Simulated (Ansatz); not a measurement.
# Te2Mo under strain: ⁹⁵Mo NMR of the central transition

Cell: a structure deposited in the COD, relaxed with PBE at fixed cell and then changed (z stretched by 1 %, ions relaxed).

```cif
data_structure
_symmetry_space_group_name_H-M 'P 1'
_symmetry_Int_Tables_number 1
_cell_length_a 3.5182
_cell_length_b 3.5182
_cell_length_c 14.1133
_cell_angle_alpha 90.000
_cell_angle_beta 90.000
_cell_angle_gamma 120.000
_cell_volume 151.29
loop_
_atom_site_label
_atom_site_type_symbol
_atom_site_fract_x
_atom_site_fract_y
_atom_site_fract_z
_atom_site_occupancy
Te1 Te 0.33333 0.66667 0.62121 1
Te2 Te 0.66667 0.33333 0.12121 1
Te3 Te 0.33333 0.66667 0.87879 1
Te4 Te 0.66667 0.33333 0.37879 1
Mo5 Mo 0.33333 0.66667 0.25000 1
Mo6 Mo 0.66667 0.33333 0.75000 1
```

Atom numbers follow the list; atoms alike are taken as one site, whose name carries the number of the first.

All values are calculated (Ansatz; DFT, PBE, plane waves and PAW, scalar-relativistic, 420 eV cutoff, Γ-centred 14×14×3 k-points, Fermi–Dirac smearing 0.02 eV), not measured.

⁹⁵Mo has I = 5/2 and Q = -22.00 mb (Pyykkö 2018); at 7.05 T its Larmor frequency is ν₀ = 19.7 MHz (from the bare nuclear moment; shielding lowers the observed one by a per cent or two). Only the quadrupole interaction is simulated: positions count from each site's isotropic chemical shift, and shift anisotropy, dipolar and J coupling are left out.

Task: Give C_Q, η, the quadrupolar product P_Q = |C_Q|(1 + η²/3)^½, the second-order isotropic shift and the breadth of the pattern (static powder) for each Mo site.

Result: 

```json
{"site": "Mo", "first shell": "6 Te at 2.73 Å", "C_Q (MHz)": "3.36", "η": "0.00", "P_Q (MHz)": "3.36", "δ_QIS (ppm)": "-175", "breadth (kHz)": "17.9"}
```

δ_QIS = −(ν_Q²/30ν₀²)[I(I+1) − 3/4](1 + η²/3) × 10⁶ ppm with ν_Q = 3|C_Q|/[2I(2I−1)]; it falls as 1/B₀² in ppm, and the breadth as 1/B₀ in kHz.

An axis of threefold or higher order runs through Mo, so V_zz lies along it and η is zero.

Without spin–orbit coupling the gradients at and beside Te can be off by some per cent, at some sites by more.
